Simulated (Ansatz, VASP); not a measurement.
## One calculation of SiO2, two programs

```
Si O
1.0
     4.25490    0.00000    0.00000
     0.00000    4.25490    0.00000
     0.00000    0.00000    2.34200
Si O
2 4
Direct
  0.50000 0.50000 0.50000
  0.00000 0.00000 0.00000
  0.69443 0.69443 0.00000
  0.19443 0.80557 0.50000
  0.30557 0.30557 0.00000
  0.80557 0.19443 0.50000
```

Alike in both runs: task single point; functional LDA; k mesh 6 × 6 × 8; occupations gaussian, width 0.05 eV; no spin polarisation.

```csv
,VASP,Ansatz
version,VASP 6.6.1,Ansatz 0.2.0
potentials or method,"VASP PAW LDA potentials, release 64 (Si, O)","scalar-relativistic, plane waves, PAW"
plane-wave cutoff (eV),520,520
valence electrons in the cell,32,32
```

VASP gave:

```
gap on the k mesh at the Fermi level (eV) : 7.18
least direct gap on the mesh (eV)         : 7.18
rms of the force components (eV/Å)        : 0.113
```

**Question.** Which values does Ansatz return?

**Answer.** gap on the k mesh at the Fermi level (eV): 7.21; least direct gap on the mesh (eV): 7.21; rms of the force components (eV/Å): 0.058.

Atom by atom the forces differ by 0.055 eV/Å (rms over components). Ansatz warned: «pseudo_functional_mismatch».

 A hybrid or GW would open this gap; LDA tends to underestimate it. A k mesh can miss the band edges.
